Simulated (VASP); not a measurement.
A run of VASP 6.6.1 is set up as follows.

INCAR

```
PREC = Accurate
ENCUT = 520
EDIFF = 1E-6
ISMEAR = -1
SIGMA = 0.02
LREAL = F
LASPH = T
NELM = 100
ALGO = Normal
ISIF = 2
LWAVE = F
LCHARG = F
GGA = PE
NBANDS = 16
```

The input KPOINTS:

```
regular mesh
0
Gamma
  8 8 8
```

POSCAR

```
AgBr
1.0
    0.0000000000      2.9216611152      2.9216611152
    2.9216611152      0.0000000000      2.9216611152
    2.9216611152      2.9216611152      0.0000000000
Ag Br
1 1
Direct
    0.0000000000      0.0000000000      0.0000000000
    0.5000000000      0.5000000000      0.5000000000
```

Potentials or basis: VASP PAW PBE potentials, release 64 (Ag, Br).

Command:

```sh
$ cat potpaw_PBE.64/Ag/POTCAR potpaw_PBE.64/Br/POTCAR > POTCAR
$ mpirun -np 1 vasp_std > vasp.out
```

(1) Predict the pressure.

(2) Estimate the band gap on the k mesh.

Results:

(1) -0.1 GPa.

(2) 0.69 eV, indirect (least direct gap 2.43 eV).
